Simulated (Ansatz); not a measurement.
In doubt: masses and optical values from hybrid runs of this build are listed as unsure (in some of the runs), which bears on the screening that GW takes from such a start.

AlAs (F-43m), computed twice by G0W0.

The structure is cubic, space group F-43m (No. 216). The conventional cell has a = 5.661 Å, b = 5.661 Å, c = 5.661 Å, α = 90.00°, β = 90.00°, γ = 90.00°. Nearest to Al lie 4 As at 2.45 Å. Nearest to As lie 4 Al at 2.45 Å. Farther neighbours are not listed.

```cif
data_structure
_symmetry_space_group_name_H-M 'P 1'
_symmetry_Int_Tables_number 1
_cell_length_a 4.0028
_cell_length_b 4.0028
_cell_length_c 4.0028
_cell_angle_alpha 60.000
_cell_angle_beta 60.000
_cell_angle_gamma 60.000
_cell_volume 45.35
loop_
_atom_site_label
_atom_site_type_symbol
_atom_site_fract_x
_atom_site_fract_y
_atom_site_fract_z
_atom_site_occupancy
Al1 Al 0.00000 0.00000 0.00000 1
As2 As 0.25000 0.25000 0.25000 1
```

The cell and positions come from the Crystallography Open Database and are kept as given unless a step says otherwise.

The first (Ansatz 0.2.0; start PBE with 15 % exact exchange, 6×6×6 mesh, 189 empty bands, screening to 150 eV, PAW set soft_1 files; 1 × NVIDIA H100 80GB HBM3 (shared by 6 runs) with 3 threads of AMD EPYC 7R13 (Zen 3), shared host) gave, on its mesh: starting gap 2.21 eV, G0W0 gap 2.41 eV, RPA ε∞ (mean) 7.69, 32 s.

Q: The second changes start from PBE with 15 % exact exchange to Hartree-Fock. What does it give?

It gave: starting gap 7.38 eV, G0W0 gap 3.83 eV, RPA ε∞ (mean) 3.32, 32 s. The G0W0 gap moves by +1.42 eV, +5.17 eV from the start and −3.76 eV from the correction. Σc changes by −0.21 eV at the valence top and +0.74 eV at the conduction bottom, and Σx − Vxc between them by −4.70 eV.

Limits: not at the basis limit; no spin-orbit coupling.

[Paths, hosts, dates, memory and timing lines, banners, echoed tables and standing remarks are left out of the program output.]

[Logs are printed without paths, hosts, clocks, repeated set-up lines and the standing remarks that a program may print on its own settings, such as how far it seeks lower states.]

[Runs of the session that timed out or met a known fault of the program may be left out.]

[Cells called generated may have been cut or substituted from an entry of the Crystallography Open Database or the Materials Project.]

[Hosts, paths, dates, database ids (printed as entryN), source tags and the programs' standing remarks are cut or masked in the printed files.]
